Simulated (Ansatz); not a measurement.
# Cobalt, A15 under BLYP: structure and ground-state energy

Aim: take cobalt in the A15 structure, relax it, then solve it on a dense k-mesh. Spin polarisation is left out, though the real metal is magnetic, so this state lies above the ground state. The k-meshes are 6×6×6 for the relaxation; 8×8×8 for the dense run.

Program: Ansatz 0.2.0. Level of theory: DFT BLYP, plane waves (420 eV) with PAW, scalar-relativistic; the PAW data stem from PBE, with regenerated cores. These are calculated values, not measurements.

### 1 The starting structure

The structure is cubic, space group Pm-3n (No. 223). The conventional cell has a = 4.458 Å, b = 4.458 Å, c = 4.458 Å, α = 90.00°, β = 90.00°, γ = 90.00°. Co (site symmetry m-3) is surrounded by 12 Co at 2.49 Å. Co (site symmetry -4m2) has 6 Co at 2.23 to 2.49 Å as nearest neighbours.

Coordinates:

```xyz
8
Lattice="4.4579 0.0000 0.0000 0.0000 4.4579 0.0000 0.0000 0.0000 4.4579" Properties=species:S:1:pos:R:3 pbc="T T T"
Co    0.0000    0.0000    0.0000
Co    2.2289    2.2289    2.2289
Co    1.1145    0.0000    2.2289
Co    3.3434    0.0000    2.2289
Co    2.2289    1.1145    0.0000
Co    2.2289    3.3434    0.0000
Co    0.0000    2.2289    1.1145
Co    0.0000    2.2289    3.3434
```

### 2 Relaxing cell and atoms

The input, input.yaml:

```yaml
crystal:
  lattice:
    - [4.457857647, 0.0, 0.0]
    - [0.0, 4.457857647, 0.0]
    - [0.0, 0.0, 4.457857647]
  atoms:
    - { symbol: Co, position: [0.0, 0.0, 0.0] }
    - { symbol: Co, position: [0.5, 0.5, 0.5] }
    - { symbol: Co, position: [0.25, 0.0, 0.5] }
    - { symbol: Co, position: [0.75, 0.0, 0.5] }
    - { symbol: Co, position: [0.5, 0.25, 0.0] }
    - { symbol: Co, position: [0.5, 0.75, 0.0] }
    - { symbol: Co, position: [0.0, 0.5, 0.25] }
    - { symbol: Co, position: [0.0, 0.5, 0.75] }
hamiltonian:
  xc: blyp
  pseudopotentials:
    kind: paw
    azcp:
      Co: "pseudopotentials/Co.paw.azcp"
basis:
  ecutwfc: 420
  fft_grid_basis: typed
kpoints:
  mp_grid: { grid: [6, 6, 6], shift: [0, 0, 0] }
magnetization:
  spin_polarized: false
scf:
  occupations: { method: fermi_dirac, width: 0.1 }
relax:
  max_steps: 60
  f_tol: 0.01
  cell: {}
output:
  write_density: true
  write_potential: true
  elf: true
  volumetric_format: npy
```

Command:

```console
$ ansatz run input.yaml --threads 4 --pin off --max-ram 8192MiB --backend cpu --events-out ev --progress --plain --runs-dir out
```

After this run come: The energy on a finer k-mesh.

**Question.** What will these runs give? Wanted: space group; conventional cell; volume; shortest distance; gap on the mesh; relative to hcp, ferromagnetic.

The runs gave:

| quantity | value |
| --- | --- |
| space group (spins left aside) | Pm-3n (No. 223) |
| conventional cell | a = 4.463 Å |
| volume | 11.113 Å³/atom |
| shortest distance | 2.232 Å |
| gap on the mesh | none (levels filled in part) |
| relative to hcp, ferromagnetic | +395 meV/atom |

The relaxation enlarged the cell by 0.4 % in volume. It lies 395 meV/atom above the element's reference form at the same level (hcp, ferromagnetic, from a run of its own); part of this is magnetic energy, as this run has no moments. Levels at the Fermi energy are filled in part, as in a metal. The symmetry was held, so the structure may be unstable against distortions that break it.
